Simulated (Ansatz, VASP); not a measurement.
# Cross-check of GaAs between VASP and Ansatz, part 2 of 2

Wanted: the spread between two codes on one cell, functional and k mesh. The cell is taken from a series of VASP runs on this material, whose earlier steps may have relaxed, scaled or displaced it; both programs get it as it stands.

VASP 6.6.1 and Ansatz 0.2.0.

So far: The structure; Ansatz: relaxation of cell and atoms, r2SCAN with rVV10.

**3. VASP: relaxation of cell and atoms, r2SCAN with rVV10**

Level of this step: r2SCAN with rVV10; plane waves and PAW (As, Ga_d) (VASP).

The same cell, functional, mesh and smearing now go to VASP, with its own data sets and cutoff.

Lines of VASP's logs that name or quote its potential files are left out, and so is its time.

File INCAR:

```
SYSTEM = GaAs
PREC = Accurate
ENCUT = 450
EDIFF = 1E-06
NELM = 100
ISMEAR = 0
SIGMA = 0.03
LREAL = .FALSE.
ALGO = Normal
METAGGA = R2SCAN
LUSE_VDW = .TRUE.
IVDW_NL = 2
BPARAM = 11.95
CPARAM = 0.0093
LASPH = .TRUE.
NBANDS = 15
LORBIT = 11
LWAVE = .FALSE.
LCHARG = .FALSE.
KPAR = 2
IBRION = 2
NSW = 50
ISIF = 3
EDIFFG = -0.01
```

File POSCAR:

```
GaAs
1.0
    0.0000000000      2.8268500000      2.8268500000
    2.8268500000      0.0000000000      2.8268500000
    2.8268500000      2.8268500000      0.0000000000
As Ga
1 1
Direct
    0.7500000000      0.7500000000      0.7500000000
    0.0000000000      0.0000000000      0.0000000000
```

File KPOINTS:

```
Automatic mesh
0
Gamma
6 6 6
0 0 0
```

The projector-augmented-wave data sets are As and Ga_d (PBE family, release 64).

On the command line:

```console
$ mpirun -np 2 vasp_std
```

Numbers of over 12 decimals in the logs are rounded to 6 here.

The log of the run:

```text
[banner, memory and clock lines left out]
running    2 mpi-ranks, on    1 nodes
 distrk:  each k-point on    1 cores,    2 groups
 distr:  one band on    1 cores,    1 groups

 POSCAR found type information on POSCAR AsGa
 POSCAR found :  2 types and       2 ions
|                                                                             |
|               ----> ADVICE to this user running VASP <----                  |
|                                                                             |
|     You have switched on vdW-DFT.                                           |
|     This routine was written and supplied by Jiri Klimes. We recommend      |
|     that you carefully read and cite the following publications:            |
|       J. Klimes, D.R. Bowler, A. Michelides                                 |
|          J. Phys.: Cond Matt. 22 022201 (2010)                              |
|       J. Klimes, D.R. Bowler, A. Michelides                                 |
|          Phys. Rev. B. 83, 195131 (2011)                                    |
|     and references therein.                                                 |
|                                                                             |

|                                                                             |
|               ----> ADVICE to this user running VASP <----                  |
|                                                                             |
|     You enforced a specific xc type in the INCAR file but a different       |
|     [... a line on the potential file left out ...]
|     I HOPE YOU KNOW WHAT YOU ARE DOING!                                     |
|                                                                             |

 LDA part: xc-table for (None), standard interpolation
 POSCAR, INCAR and KPOINTS ok, starting setup
 FFT: planning ... GRIDC
 FFT: planning ... GRID_SOFT
 FFT: planning ... GRID
 WAVECAR not read
 entering main loop
       N       E                     dE             d eps       ncg     rms          rms(c)
Total rVV10 correction in eV:      0.5280746    21.2593024
Total rVV10 correction in eV:      0.5280746    21.2593024
DAV:   1     0.614322159809E+02    0.61432E+02   -0.88243E+03   496   0.157E+03
DAV:   2    -0.222328396303E+02   -0.83665E+02   -0.80078E+02   550   0.310E+02
DAV:   3    -0.284676773866E+02   -0.62348E+01   -0.62131E+01   578   0.680E+01
DAV:   4    -0.285669789518E+02   -0.99302E-01   -0.99288E-01   571   0.979E+00
DAV:   5    -0.285683073620E+02   -0.13284E-02   -0.13284E-02   592   0.102E+00    0.318E+00
Total rVV10 correction in eV:      0.5344141    21.2593009
Total rVV10 correction in eV:      0.5344141    21.2593009
DAV:   6    -0.264895612888E+02    0.20787E+01   -0.52542E-01   557   0.141E+01    0.191E+00
Total rVV10 correction in eV:      0.5443788    21.2593008
Total rVV10 correction in eV:      0.5443788    21.2593008
DAV:   7    -0.264801603616E+02    0.94009E-02   -0.16941E-01   571   0.353E+00    0.867E-01
Total rVV10 correction in eV:      0.5485248    21.2593009
Total rVV10 correction in eV:      0.5485248    21.2593009
DAV:   8    -0.264830680628E+02   -0.29077E-02   -0.81367E-03   543   0.751E-01    0.321E-01
Total rVV10 correction in eV:      0.5504725    21.2593009
Total rVV10 correction in eV:      0.5504725    21.2593009
DAV:   9    -0.264833183166E+02   -0.25025E-03   -0.13464E-03   580   0.423E-01    0.451E-02
Total rVV10 correction in eV:      0.5505876    21.2593009
Total rVV10 correction in eV:      0.5505876    21.2593009
DAV:  10    -0.264833216801E+02   -0.33635E-05   -0.11149E-04   550   0.769E-02    0.231E-02
Total rVV10 correction in eV:      0.5508712    21.2593009
Total rVV10 correction in eV:      0.5508712    21.2593009
DAV:  11    -0.264833155509E+02    0.61292E-05   -0.12271E-05   599   0.272E-02    0.247E-03
Total rVV10 correction in eV:      0.5508721    21.2593009
Total rVV10 correction in eV:      0.5508721    21.2593009
DAV:  12    -0.264833146551E+02    0.89579E-06   -0.37739E-07   429   0.954E-03
Total rVV10 correction in eV:      0.5508677    21.2593009
Total rVV10 correction in eV:      0.5508677    21.2593009
Total rVV10 correction in eV:      0.5508711    21.2593009
Total rVV10 correction in eV:      0.5508711    21.2593009
   1 F= -.26483315E+02 E0= -.26483315E+02  d E =-.264833E+02
 curvature:   0.00 expect dE= 0.000E+00 dE for cont linesearch  0.000E+00
 trial: gam= 0.00000 g(F)=  0.689E-43 g(S)=  0.182E-03 ort = 0.000E+00 (trialstep = 0.100E+01)
 search vector abs. value=  0.182E-03
 bond charge predicted
       N       E                     dE             d eps       ncg     rms          rms(c)
Total rVV10 correction in eV:      0.5509353    21.2593009
Total rVV10 correction in eV:      0.5509353    21.2593009
DAV:   1    -0.264852685247E+02   -0.19530E-02   -0.23587E-02   599   0.292E+00    0.256E-01
Total rVV10 correction in eV:      0.5505461    21.2593008
Total rVV10 correction in eV:      0.5505461    21.2593008
DAV:   2    -0.264838103083E+02    0.14582E-02   -0.22811E-03   599   0.109E+00    0.120E-01
Total rVV10 correction in eV:      0.5502395    21.2593008
Total rVV10 correction in eV:      0.5502395    21.2593008
DAV:   3    -0.264834287373E+02    0.38157E-03   -0.41575E-04   599   0.439E-01    0.252E-02
Total rVV10 correction in eV:      0.5501596    21.2593008
Total rVV10 correction in eV:      0.5501596    21.2593008
DAV:   4    -0.264833875061E+02    0.41231E-04   -0.57685E-05   581   0.116E-01    0.522E-03
Total rVV10 correction in eV:      0.5501587    21.2593008
Total rVV10 correction in eV:      0.5501587    21.2593008
DAV:   5    -0.264833853563E+02    0.21498E-05   -0.21763E-06   532   0.180E-02    0.434E-03
Total rVV10 correction in eV:      0.5501477    21.2593008
Total rVV10 correction in eV:      0.5501477    21.2593008
DAV:   6    -0.264833819665E+02    0.33898E-05   -0.90701E-07   303   0.130E-02    0.913E-04
Total rVV10 correction in eV:      0.5501448    21.2593008
Total rVV10 correction in eV:      0.5501448    21.2593008
DAV:   7    -0.264833824012E+02   -0.43471E-06   -0.13984E-07   303   0.444E-03
Total rVV10 correction in eV:      0.5501439    21.2593008
Total rVV10 correction in eV:      0.5501439    21.2593008
Total rVV10 correction in eV:      0.5501427    21.2593008
Total rVV10 correction in eV:      0.5501427    21.2593008
   2 F= -.26483382E+02 E0= -.26483382E+02  d E =-.677461E-04
 trial-energy change:   -0.000068  1 .order   -0.000039   -0.000182    0.000105
 step:   0.7496(harm=  0.6345)  dis= 0.00000  next Energy=   -26.483395 (dE=-0.804E-04)
 bond charge predicted
       N       E                     dE             d eps       ncg     rms          rms(c)
Total rVV10 correction in eV:      0.5501267    21.2593008
Total rVV10 correction in eV:      0.5501267    21.2593008
DAV:   1    -0.264835197025E+02   -0.13774E-03   -0.14877E-03   592   0.738E-01    0.642E-02
Total rVV10 correction in eV:      0.5502241    21.2593008
Total rVV10 correction in eV:      0.5502241    21.2593008
DAV:   2    -0.264834212697E+02    0.98433E-04   -0.14192E-04   599   0.269E-01    0.303E-02
Total rVV10 correction in eV:      0.5503015    21.2593008
Total rVV10 correction in eV:      0.5503015    21.2593008
DAV:   3    -0.264833929947E+02    0.28275E-04   -0.26747E-05   599   0.111E-01    0.623E-03
Total rVV10 correction in eV:      0.5503211    21.2593008
Total rVV10 correction in eV:      0.5503211    21.2593008
DAV:   4    -0.264833911144E+02    0.18803E-05   -0.36268E-06   536   0.297E-02    0.135E-03
Total rVV10 correction in eV:      0.5503215    21.2593008
Total rVV10 correction in eV:      0.5503215    21.2593008
DAV:   5    -0.264833916007E+02   -0.48634E-06   -0.13347E-07   275   0.490E-03
Total rVV10 correction in eV:      0.5503244    21.2593008
Total rVV10 correction in eV:      0.5503244    21.2593008
Total rVV10 correction in eV:      0.5503241    21.2593008
Total rVV10 correction in eV:      0.5503241    21.2593008
   3 F= -.26483392E+02 E0= -.26483392E+02  d E =-.769456E-04
 curvature:  -0.29 expect dE=-0.708E-06 dE for cont linesearch -0.708E-06
 trial: gam=-0.10316 g(F)=  0.303E-44 g(S)=  0.248E-05 ort = 0.212E-04 (trialstep = 0.950E+00)
 search vector abs. value=  0.339E-07
 reached required accuracy - stopping structural energy minimisation
```

From OUTCAR (step 3):

```text
ion  position               nearest neighbor table
   1  0.750  0.750  0.750-   2 2.45   2 2.45   2 2.45   2 2.45
   2  0.000  0.000  0.000-   1 2.45   1 2.45   1 2.45   1 2.45

  LATTYP: Found a face centered cubic cell.
 ALAT       =     5.6537000000

 Subroutine GETGRP returns: Found 24 space group operations
 (whereof 24 operations were pure point group operations)

The static configuration has the point symmetry T_d .

 Found     16 irreducible k-points:

   k-points           NKPTS =     16   k-points in BZ     NKDIM =     16   number of bands    NBANDS=     15

   dimension x,y,z NGX =    28 NGY =   28 NGZ =   28
   dimension x,y,z NGXF=    56 NGYF=   56 NGZF=   56

   ENCUT  =  450.0 eV  33.07 Ry    5.75 a.u.   6.91  6.91  6.91*2*pi/ulx,y,z

   NELECT =      18.0000    total number of electrons

 k-points in reciprocal lattice and weights: Automatic mesh
   0.00000000  0.00000000  0.00000000       0.005
   0.16666667  0.00000000  0.00000000       0.037
   0.33333333  0.00000000  0.00000000       0.037
   0.50000000  0.00000000  0.00000000       0.019
   0.16666667  0.16666667  0.00000000       0.028
   0.33333333  0.16666667  0.00000000       0.111
   0.50000000  0.16666667  0.00000000       0.111
  -0.33333333  0.16666667  0.00000000       0.111
  -0.16666667  0.16666667  0.00000000       0.056
[...]
-0.33333333  0.33333333  0.16666667       0.111
  -0.33333333  0.50000000  0.16666667       0.056

 average (electrostatic) potential at core
       1 -54.8916       2 -71.2258

 E-fermi :   3.9041

 k-point     1 :       0.0000    0.0000    0.0000
  band No.  band energies     occupation
    ...
      5     -11.4424      2.00000
      6      -9.5357      2.00000
      7       3.7032      2.00000
      8       3.7032      2.00000
      9       3.7032      2.00000
     10       4.7067      0.00000
     11       7.7255      0.00000
     12       7.7257      0.00000
     13       7.7257      0.00000
     14      11.8573      0.00000
    ...

 k-point     2 :       0.1667    0.0000    0.0000
  band No.  band energies     occupation
    ...
      5     -11.4425      2.00000
      6      -9.1957      2.00000
      7       0.9972      2.00000
      8       3.3082      2.00000
      9       3.3082      2.00000
     10       5.7122      0.00000
     11       8.2972      0.00000
     12       8.2973      0.00000
     13       8.7816      0.00000
     14      13.2288      0.00000
    ...

 k-point     3 :       0.3333    0.0000    0.0000
  band No.  band energies     occupation
    ...
      5     -11.4407      2.00000
      6      -8.3206      2.00000
      7      -1.8161      2.00000
      8       2.7369      2.00000
      9       2.7370      2.00000
     10       5.2682      0.00000
     11       8.7297      0.00000
     12       8.7298      0.00000
     13      11.4535      0.00000
     14      13.0288      0.00000
    ...

  Total       -0.0058517     -0.0058517     -0.0058517     -0.0000000      0.0000000      0.0000000
  in kB       -0.2080809     -0.2080809     -0.2080809     -0.0000000      0.0000000      0.0000000
  external PRESSURE =      -0.2080809 kB  Pullay stress =       0.0000000 kB

  energy-cutoff  :      450.00
  volume of cell :       45.06
      direct lattice vectors                 reciprocal lattice vectors
     0.000000000  2.824289426  2.824289426    -0.177035680  0.177035680  0.177035680
     2.824289426 -0.000000000  2.824289426     0.177035680 -0.177035680  0.177035680
     2.824289426  2.824289426 -0.000000000     0.177035680  0.177035680 -0.177035680

 POSITION                                       TOTAL-FORCE (eV/Angst)
 -----------------------------------------------------------------------------------
      4.23643      4.23643      4.23643         0.000000     -0.000000      0.000000
      0.00000      0.00000      0.00000        -0.000000      0.000000     -0.000000
 -----------------------------------------------------------------------------------
    total drift:                                0.000012      0.000012      0.000012

  FREE ENERGIE OF THE ION-ELECTRON SYSTEM (eV)
  ---------------------------------------------------
  free  energy   TOTEN  =       -26.4833916007 eV

  energy  without entropy=      -26.4833916007  energy(sigma->0) =      -26.48339160

 reached required accuracy - stopping structural energy minimisation

 total charge
# of ion       s       p       d       tot
------------------------------------------
    1        1.200   1.642   0.032   2.874
    2        0.843   0.799  10.000  11.642
--------------------------------------------------
tot          2.043   2.441  10.032  14.516

[... 3 further parts left out ...]
```

CONTCAR:

```
GaAs
   1.00000000000000
     0.0000000000000000    2.8242894262146678    2.8242894262146678
     2.8242894262146678   -0.0000000000000000    2.8242894262146678
     2.8242894262146678    2.8242894262146678   -0.0000000000000000
  As              Ga
     1     1
Direct
     0.7500000000000000    0.7500000000000000    0.7500000000000000
     0.0000000000000000    0.0000000000000000    0.0000000000000000
```

**4. Comparison**

Known differences besides the potentials themselves: VASP keeps PBE cores, Ansatz makes them for the functional; both relaxations stop at a tolerance, which leaves soft axes loose, and VASP keeps its plane-wave basis; the data sets hold 28 valence electrons in Ansatz (default PAW (the set named soft_2) files) and 18 in VASP; the cutoff is 500 eV in Ansatz and 450 eV in VASP; Ansatz adds a Pulay correction to the stress that steers its cell, VASP none. Total energies have different zeros and are not compared.

Compared:

| quantity | Ansatz | VASP | difference |
| --- | --- | --- | --- |
| volume (Å³) | 45.02 | 45.06 | -0.09 % |
| edge a after relaxation, in the typed setting (Å) | 3.993 | 3.994 | -0.03 % |

The walks stopped with -0.04 GPa left in Ansatz and -0.02 GPa in VASP; each walk ends within a tolerance, so the volume difference is uncertain by about these residues over the bulk modulus, most in soft cells.

**5. Results**

```
difference in volume (relaxation of cell and atoms, r2SCAN with rVV10) : -0.089 %
```

**Reading.** The difference in volume is -0.089 % (relaxation of cell and atoms, r2SCAN with rVV10), within the 1.2 % picked in this series as the mark of a large difference, as far as the stopping tolerances let one tell. How closely two codes agree says nothing of how well the functional describes the real material.

[Lines on the potential files, build, host, timing and source positions are cut from VASP's logs without a mark.]

[Logs are printed without paths, hosts, clocks, repeated set-up lines and the standing remarks that a program may print on its own settings, such as how far it seeks lower states.]

[Hosts, paths, dates, database ids (printed as entryN), source tags and the programs' standing remarks are cut or masked in the printed files.]
